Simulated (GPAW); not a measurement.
Crystal: PtSe2 (Sudovikovite).

```
Pt Se
1.0
     3.72400    0.00000    0.00000
    -1.86200    3.22508    0.00000
     0.00000    0.00000    5.06200
Pt Se
1 2
Cartesian
  0.0000 0.0000 0.0000
  1.8620 1.0750 3.7965
  0.0000 2.1501 1.2655
```

```yaml
Program: GPAW 26.7.0
Task: relaxation of cell and atoms
Functional: revPBE
Dispersion: D4
Potentials_or_basis: the program's PAW data sets (release 1.2.1) made for this functional
Cutoff: 600 eV
Basis: pw
k_mesh: 6 × 6 × 4
Occupations: fermi-dirac, width 0.05 eV
Spin: no spin polarisation
```

At the start: pressure 2.5 GPa; volume 20.27 Å³/atom.

Question: How do energy, volume and symmetry change on relaxing?

Answer: Over 13 steps the energy falls by 28.8 meV/atom and the volume is 19.38 Å³/atom (-4.4 %); space group P-3m1 (No. 164, to 0.05 Å).

Step by step:
```
step  energy change (eV)  largest force (eV/Å)  pressure (GPa)  volume (Å³)
   1              0.0000                0.7283            2.53        60.80
   2             -0.0169                0.5463            1.19        61.07
   3             -0.0366                0.1459           -1.58        61.55
   4             -0.0403                0.0769           -1.91        61.46
   5             -0.0567                0.1851           -2.45        60.47
   6             -0.0664                0.2669           -1.73        59.42
   7             -0.0739                0.1838           -0.18        58.45
   8             -0.0766                0.0578            0.66        58.20
   9             -0.0786                0.0067            0.94        58.12
  10             -0.0828                0.0941            1.10        58.02
  11             -0.0856                0.0892            0.70        58.02
  12             -0.0864                0.0338            0.20        58.10
  13             -0.0865                0.0051            0.02        58.14
```

Final structure:
```
Pt Se
1.0
     3.75962    0.00000    0.00000
    -1.87980    3.25592    0.00000
     0.00000    0.00000    4.74992
Pt Se
1 2
Direct
  0.00000 0.00000 0.00000
  0.66667 0.33333 0.72927
  0.33333 0.66667 0.27073
```

Caveat: later steps reuse the first step's grids; pairwise dispersion overbinds metals, which lowers pressure and volume.
